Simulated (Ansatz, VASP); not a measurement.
## Ba in VASP and in Ansatz

Contents of INCAR:

```
ALGO     = Normal         # electronic algorithm
EDIFF    = 1E-7           # SCF threshold, eV
ENCUT    = 520            # plane-wave cutoff, eV
GGA      = CA             # functional
ISIF     = 2              # what is computed and relaxed
ISMEAR   = 0              # smearing method
LASPH    = T              # aspherical terms in the spheres
LCHARG   = T              # write CHGCAR
LELF     = T              # ELF
LREAL    = F              # projectors in reciprocal space
LVHAR    = T            
LWAVE    = F              # write WAVECAR
NBANDS   = 17             # bands
NELM     = 100            # most SCF steps
PREC     = Accurate       # precision mode
SIGMA    = 0.15           # smearing width, eV
```

File KPOINTS:

```
k-points
0
Gamma
  9 9 14
```

Contents of POSCAR:

```
Ba
1.0
    6.5835511766      0.0000000000      0.0000000000
   -3.2917755883      5.7015225660      0.0000000000
    0.0000000000      0.0000000000      4.4146562180
Ba
2
Direct
    0.3333333333      0.6666666667      0.5000000000
    0.6666666667      0.3333333333      0.5000000000
```

Input for Ansatz:

```yaml
crystal:
  lattice:
    - [6.5835511766, 0.0, 0.0]
    - [-3.2917755883, 5.701522566, 0.0]
    - [0.0, 0.0, 4.414656218]
  atoms:
    - { symbol: Ba, position: [0.3333333333, 0.6666666667, 0.5] }
    - { symbol: Ba, position: [0.6666666667, 0.3333333333, 0.5] }
basis:
  ecutwfc: 420
kpoints:
  mp_grid: { grid: [9, 9, 14] }
hamiltonian:
  xc: lda
scf:
  occupations: { method: gaussian, width: 0.15 }
output:
  forces: true
  stress: true
  eigenvalues: true
```

Alike in both runs: task single point; functional LDA; k mesh 9 × 9 × 14; occupations gaussian, width 0.15 eV; no spin polarisation.

|  | VASP | Ansatz |
| --- | --- | --- |
| version | VASP 6.6.1 | Ansatz 0.2.0 |
| potentials or method | VASP PAW LDA potentials, release 64 (Ba_sv) | scalar-relativistic, plane waves, PAW |
| plane-wave cutoff (eV) | 520 | 420 |
| valence electrons in the cell | 20 | 20 |

```csv
,VASP,Ansatz,Ansatz less VASP
gap on the k mesh at the Fermi level (eV),none,none,-
pressure (GPa),-0.6,-0.6,-0.02
largest component of the traceless stress (GPa),2.00,2.00,-0.002
```

A gap of «none» marks a metal or a gap that the smearing closes.

The runs have no spin-orbit coupling, so splittings on Ba are missing.
